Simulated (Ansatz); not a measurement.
ZnS:

```
Zn S
1.0
     0.00000    2.70200    2.70200
     2.70200    0.00000    2.70200
     2.70200    2.70200    0.00000
Zn S
1 1
Direct
  0.75000 0.75000 0.75000
  0.00000 0.00000 0.00000
```

* Program: Ansatz 0.2.0
* Task: relaxation of cell and atoms
* Functional: SVWN5
* Potentials or basis: Ansatz PAW
* Cutoff: 420 eV (not typed: the program's choice for these potentials)
* k mesh: 9 × 9 × 9
* Occupations: fermi-dirac, width 0.05 eV
* Spin: no spin polarisation

At the start: volume 19.73 Å³/atom.

Q: How do energy, volume and symmetry change on relaxing?

A: It ends after 5 steps and the volume is 18.56 Å³/atom (-5.9 %); space group F-43m (No. 216, to 0.05 Å).

Step by step:
| step | energy change (eV) | largest force (eV/Å) | volume (Å³) |
| --- | --- | --- | --- |
| 1 | 0.0000 | 0.0000 | 39.45 |
| 2 | -0.0296 | 0.0000 | 38.06 |
| 3 | -0.0360 | 0.0000 | 37.02 |
| 4 | -0.0361 | 0.0000 | 37.13 |
| 5 | -0.0354 | 0.0000 | 37.13 |

Final structure:
```
Zn S
1.0
     0.00000    2.64787    2.64787
     2.64787    0.00000    2.64787
     2.64787    2.64787    0.00000
Zn S
1 1
Direct
  0.75000 0.75000 0.75000
  0.00000 0.00000 0.00000
```

Caveat: the plane-wave basis is chosen anew once the cell has moved, so the energies of steps on either side of that aren't comparable; the PAW data sets come from PBE, with cores solved anew for the run's functional, which leaves a small shift of forces and pressure.
